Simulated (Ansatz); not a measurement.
# TaC: Ta on a C site

A defect calculation: Ta on a C site in TaC, supercell of 16 sites.

Method: DFT PBE, scalar-relativistic, plane waves, PAW, in Ansatz 0.2.0.

1 further run of the same task is left out (set aside as unsound or not needed).

## 1. The system as given

Symmetry: Fm-3m, No. 225, cubic system. Conventional cell: a = 4.475 Å, b = 4.475 Å, c = 4.475 Å, α = 90.00°, β = 90.00°, γ = 90.00°. Around Ta (site symmetry m-3m) lie 6 C at 2.24 Å. C (site symmetry m-3m) has 6 Ta at 2.24 Å in its first shell of neighbours.

Structure file:

```xyz
2
Lattice="0.0000 2.2377 2.2377 2.2377 0.0000 2.2377 2.2377 2.2377 0.0000" Properties=species:S:1:pos:R:3 pbc="T T T"
Ta    0.0000    0.0000    0.0000
C     2.2377    2.2377    2.2377
```

It goes back to an entry of the Materials Project, which need not be the stable form.

This cell was relaxed beforehand with the same method: volume 11.20 Å³/atom, gap on the mesh none (metal).

## 2. Host supercell without the defect

Contents of input.yaml:

```yaml
crystal:
  lattice:
    - [0.0, 4.4754013011, -4.4754013011]
    - [4.4754013011, 4.4754013011, 0.0]
    - [4.4754013011, 0.0, -4.4754013011]
  atoms:
    - { symbol: Ta, position: [0.5, 0.5, 0.0] }
    - { symbol: Ta, position: [0.5, 0.0, 0.0] }
    - { symbol: Ta, position: [1.0, 0.5, 0.0] }
    - { symbol: Ta, position: [1.0, 0.0, 0.0] }
    - { symbol: Ta, position: [0.5, 0.5, 0.5] }
    - { symbol: Ta, position: [0.5, 0.0, 0.5] }
    - { symbol: Ta, position: [1.0, 0.5, 0.5] }
    - { symbol: Ta, position: [1.0, 0.0, 0.5] }
    - { symbol: C, position: [0.25, 0.75, 0.25] }
    - { symbol: C, position: [0.25, 0.25, 0.25] }
    - { symbol: C, position: [0.75, 0.75, 0.25] }
    - { symbol: C, position: [0.75, 0.25, 0.25] }
    - { symbol: C, position: [0.25, 0.75, 0.75] }
    - { symbol: C, position: [0.25, 0.25, 0.75] }
    - { symbol: C, position: [0.75, 0.75, 0.75] }
    - { symbol: C, position: [0.75, 0.25, 0.75] }
basis:
  ecutwfc: 420
  xc_grid: 2
kpoints:
  mp_grid: { grid: [5, 5, 5], shift: [0.0, 0.0, 0.0] }
hamiltonian:
  xc: pbe
scf:
  occupations: { method: gaussian, width: 0.1 }
output:
  forces: true
  stress: true
  eigenvalues: true
```

Run with:

```bash
> ansatz run input.yaml --threads 4 --pin off --max-ram 10240MiB --backend cpu --events-out ev --progress --plain --runs-dir out
```

Output, shortened:

```text
Warning: RAYON_NUM_THREADS=4 ignored (pool sized by the plan → 4); use --threads N
[...]
Pseudopotentials: kind: paw
Pseudopotential: Ta, paw, valence charge 13, recommended cutoff 420 eV (normal), Ta.paw.azcp
Pseudopotential: C, paw, valence charge 4, recommended cutoff 420 eV (normal), C.paw.azcp
Functional definition: PBE
[...]
Crystal: 16 atoms, lattice volume = 179.278 Å³
Basis set: ecut = 420 eV, 3479 PW (Γ), exchange–correlation on 90×90×90 points (8 copies of the dense FFT grid, shifted against one another)
Bands: 84, of which v1, the nominal top of the filled ones, is band 68 counted from 1 (67 counted from 0)
Symmetry: 384 space group operations
Space group: Fm-3m (ITA 225), of the structure as read, at distance tolerance 5.6e-5 Å
k-points: 10 of 125
[...]
SCF iter   1: F=—  HF=-81475.173013 eV  |F-HF|=—  |Δ(HF+E_count)|=         —  Δρ=1.82e-3  dr2=3.57e-3  ethr=1.77e-3  ⟨swp⟩=5.2  Hψ=3112  notcnv=0  defer=1
[...]
SCF iter   6: F=-81475.173291 eV  HF=-81475.173291 eV  |F-HF|=2.91e-10  |Δ(HF+E_count)|=   6.39e-8  Δρ=1.19e-6  dr2=1.89e-9  ethr=7.35e-11  ⟨swp⟩=7.8  Hψ=2933  notcnv=0
[...]
SCF converged after 6 iterations
Free energy (F): -81475.173291 eV
[...]
E sigma→0 (E₀):  -81475.168428 eV
Entropy (-TS):   -0.009725 eV (-0.608 meV/atom)
Fermi energy:    19.680297 eV
[...]
--- Forces (eV/Å), atoms counted from 1 ---
  atom   1  Ta     0.00000000     0.00000000     0.00000000
  atom   2  Ta     0.00000000     0.00000000    -0.00000000
  atom   3  Ta     0.00000000     0.00000000    -0.00000000
  atom   4  Ta     0.00000000    -0.00000000     0.00000000
  atom   5  Ta     0.00000000     0.00000000     0.00000000
  atom   6  Ta     0.00000000     0.00000000    -0.00000000
  atom   7  Ta     0.00000000     0.00000000    -0.00000000
  atom   8  Ta     0.00000000     0.00000000    -0.00000000
[...]
--- Stress (GPa, compression-positive) ---
       -0.075783      -0.000000      -0.000000
        0.000000      -0.075783      -0.000000
       -0.000000      -0.000000      -0.075783
  P = ⅓ Tr σ = -0.0758 GPa (-0.758 kbar)
--- Band table (eV; the first three rows and the last of 10) ---
[...]
```

Wall time 2.5 s (4 threads of Intel Xeon Platinum 8175M at 2.50GHz (Skylake/Cascade Lake), shared host); peak memory 0.75 GiB.

The supercell's rows, in vectors of the relaxed cell: 0 -2 2; 0 0 2; -2 0 2.

## 3. Making the defect

The atom at (0.250, 0.750, 0.250) of the supercell is replaced. The other atoms start on their ideal sites. Its neighbours are 6 Ta at 2.24 Å.

## 4. Relaxation at the host's cell

Edit input.yaml of step 2 so:

```diff
@@ -14,3 +14,3 @@
     - { symbol: Ta, position: [1.0, 0.0, 0.5] }
-    - { symbol: C, position: [0.25, 0.75, 0.25] }
+    - { symbol: Ta, position: [0.25, 0.75, 0.25] }
     - { symbol: C, position: [0.25, 0.25, 0.25] }
@@ -33,3 +33,11 @@
   forces: true
-  stress: true
+  stress: false
   eigenvalues: true
+  write_density: true
+  write_potential: true
+  elf: true
+  volumetric_format: npy
+relax:
+  adjacent_minimum: "off"
+  f_tol: 0.025
+  max_steps: 45
```

Run with:

```bash
> ansatz run input.yaml --threads 4 --pin off --max-ram 10240MiB --backend cpu --events-out ev --progress --plain --runs-dir out
```

Output, shortened:

```text
Warning: RAYON_NUM_THREADS=4 ignored (pool sized by the plan → 4); use --threads N
[...]
Pseudopotentials: kind: paw
Pseudopotential: Ta, paw, valence charge 13, recommended cutoff 420 eV (normal), Ta.paw.azcp
Pseudopotential: C, paw, valence charge 4, recommended cutoff 420 eV (normal), C.paw.azcp
Functional definition: PBE
[...]
Crystal: 16 atoms, lattice volume = 179.278 Å³
Basis set: ecut = 420 eV, 3479 PW (Γ), exchange–correlation on 90×90×90 points (8 copies of the dense FFT grid, shifted against one another)
Bands: 89, of which v1, the nominal top of the filled ones, is band 73 counted from 1 (72 counted from 0)
Symmetry: 48 space group operations
Space group: Fm-3m (ITA 225), of the structure as read, at distance tolerance 5.6e-5 Å
k-points: 10 of 125
[...]
SCF iter   1: F=—  HF=-91140.123101 eV  |F-HF|=—  |Δ(HF+E_count)|=         —  Δρ=2.64e-2  dr2=4.63e0  ethr=1.77e-3  ⟨swp⟩=5.8  Hψ=3393  notcnv=0  defer=4
[...]
relax step   2: F+E_penalty+E_count = -91143.61508747 eV  Δ(F+E_penalty+E_count) = -4.190e0 eV  max|allowed force component| = 8.306e-2 eV/Å  Δτ_max = 0.1950 Å  (6 SCF iters, dr2 threshold 1.00e-4 eV, accepted)
[...]
relax step   3: F+E_penalty+E_count = -91143.61552686 eV  Δ(F+E_penalty+E_count) = -4.394e-4 eV  max|allowed force component| = 9.620e-3 eV/Å  Δτ_max = 0.0021 Å  (6 SCF iters, accepted)
SCF converged after 6 iterations
Free energy (F): -91143.615527 eV
[...]
E sigma→0 (E₀):  -91143.588307 eV
Entropy (-TS):   -0.054440 eV (-3.402 meV/atom)
Fermi energy:    21.225542 eV
[...]
--- Forces (eV/Å), atoms counted from 1 ---
  atom   1  Ta    -0.00962036     0.00000000    -0.00000000
  atom   2  Ta     0.00000000     0.00962036     0.00000000
  atom   3  Ta    -0.00000000     0.00000000    -0.00000000
  atom   4  Ta    -0.00000000    -0.00000000     0.00962036
  atom   5  Ta    -0.00000000     0.00000000    -0.00962036
  atom   6  Ta    -0.00000000    -0.00000000     0.00000000
  atom   7  Ta    -0.00000000    -0.00962036     0.00000000
  atom   8  Ta     0.00962036    -0.00000000     0.00000000
[...]
```

## 5. The log goes on: Ta on a C site (b), charge +0, atoms relaxed at the host's cell

The log, continued, shortened:

```text
[...]
--- Band table (eV; the first three rows and the last of 10) ---
[...]
--- Relaxed structure (3 steps of the walk, 3 accepted, 0 SCFs on fresh bases) ---
  F+E_penalty+E_count = -91143.61552686 eV   max|allowed force component| = 9.620e-3 eV/Å
  atoms:
    - { symbol: Ta, position: [0.5215548885385202, 0.47844511146147983, -0.02155488853852011] }
    - { symbol: Ta, position: [0.5215548885385202, 0.02155488853852011, -0.02155488853852011] }
    - { symbol: Ta, position: [1.0, 0.5, 0.0] }
    - { symbol: Ta, position: [0.9784451114614798, 0.021554888538520167, -0.021554888538520167] }
    - { symbol: Ta, position: [0.5215548885385202, 0.47844511146147983, 0.5215548885385202] }
    - { symbol: Ta, position: [0.5, 0.0, 0.5] }
    - { symbol: Ta, position: [0.9784451114614798, 0.47844511146147983, 0.5215548885385202] }
    - { symbol: Ta, position: [0.9784451114614798, 0.021554888538520167, 0.5215548885385202] }
    - { symbol: Ta, position: [0.25, 0.75, 0.25] }
    - { symbol: C, position: [0.25, 0.25, 0.25] }
    - { symbol: C, position: [0.75, 0.75, 0.25] }
    - { symbol: C, position: [0.75, 0.25, 0.25] }
    - { symbol: C, position: [0.25, 0.75, 0.75] }
    - { symbol: C, position: [0.25, 0.25, 0.75] }
    - { symbol: C, position: [0.75, 0.75, 0.75] }
    - { symbol: C, position: [0.75, 0.25, 0.75] }
```

Wall time 11 s (4 threads of Intel Xeon Platinum 8175M at 2.50GHz (Skylake/Cascade Lake), shared host); peak memory 0.79 GiB.

Relaxation path:

| step | energy from step 1 (eV/cell) | largest force component (eV/Å) |
| --- | --- | --- |
| 1 | 0.0000 | 7.3019 |
| 2 | -4.1901 | 0.0831 |
| 3 | -4.1905 | 0.0096 |

Step 1 is the start.

The largest move, 0.19 Å, is shared by several atoms, Ta1 among them.

The maps below use the cell's axes, with the origin moved to put the defect at the centre.

Density in a lattice plane of the grid's cell (edges 6.33 and 6.33 Å, at 0.500 of the third edge), which holds Ta and C.

Ten even steps from '0' (0.21 e/Å³) to '9' (4.33 e/Å³):
```
332100000012333100000012
222100000001122100000001
011000000000001000000000
000000000000000000000000
000000000000000000000000
000000000000000000000000
000000001232100000000011
210000001578731000000122
321000001599984100000123
332100000389798300000123
332100000148999510000012
222100000013787510000001
011000000000123210000000
000000000000000000000000
000000000000000000000000
000000000000000000000000
000000000010000000000011
210000000122110000000122
321000000133321000000123
332100000123332100000123
```
Columns run along the first of these edges and rows up along the second, over one cell in 24 and 20 even steps from the bottom left corner. Atoms in the plane (fractional): Ta at (0.50, 0.50), C at (1.00, 0.50), C at (0.50, 0.00), C at (1.00, 0.00).

ELF in the same plane.

Ten even steps from ' ' (0.00) to '@' (0.79):
```
==--##@@%%++----==##@@##--==##@@%%++----++%%@@%%
@@%%%%@@%%++--::::==##%%%%%%@@@@%%**--::::==%%@@
%%@@@@%%##++--::::::==**%%%%@@@@%%++--::..::==**
++++****++++==--------==++******++==--::....::--
----------======------======--------------------
++--::::::--==--::::::::------::::::--==++******
%%**==::::----::--++++++==------::::--++##@@@@@@
@@@@##==------::==##%%%%%%**--::------++%%@@@@@@
==##@@##++====--==%%##====####----====++%%@@##==
  ::##@@##++==----**##--  --##**----==++##@@##::
====##@@%%++====----####====##%%==--====++##@@##
@@@@@@@@%%++------::--**%%%%%%##==::------==##@@
%%@@@@@@##++--::::------==++++++--::----::::==**
++******++==--::::::------::::::::--==--::::::--
----------------------======------======--------
++--::....::--==++******++==--------==++++****++
%%**==::..::--++%%@@@@%%%%**==::::::--++##%%@@@@
@@@@%%==::::--**%%@@@@%%%%%%##==::::--++%%@@%%%%
==%%@@%%++----++%%@@##==--##@@##==----++%%@@##--
  --%%@@##==--==##@@%%--  --%%@@##==--==##@@%%--
```
Columns run along the first of these edges and rows up along the second, over one cell in 24 and 20 even steps from the bottom left corner. Atoms in the plane (fractional): Ta at (0.50, 0.50), C at (1.00, 0.50), C at (0.50, 0.00), C at (1.00, 0.00).

Both are smooth fields of the valence electrons: close to the nuclei they are not physical.

The highest ELF values outside the cores: 0.80 beside C, off the lines to its neighbours, 0.7 Å from C; 0.80 in the shell around C, 0.7 Å from C.

## 6. Putting the energies together

| charge | E(defect cell) - E(host) (eV) | formation energy (eV) | moment over the host's (μB) | largest move (Å) | neighbours |
| --- | --- | --- | --- | --- | --- |
| 0 | -9668.420 | 12.89 | 0.00 | 0.19 | 6 Ta at 2.43 Å |

Atoms are taken from and returned to the elements' standard states: C -250.944 eV, Ta -9932.250 eV an atom at this level.

## 7. What came out

| quantity | value |
| --- | --- |
| formation energy, neutral | 12.89 eV |
| nearest atoms after relaxation, one image of each, neutral | 6 Ta at 2.43 Å |

The neutral defect costs 12.89 eV against the elements. Spin polarisation was off in the neutral run, so a moment could not show there. With 16 host sites the defect feels its images, so energies are good to tenths of an eV at best. A distortion of lower symmetry was not tried. Spin-orbit coupling is left out for Ta.
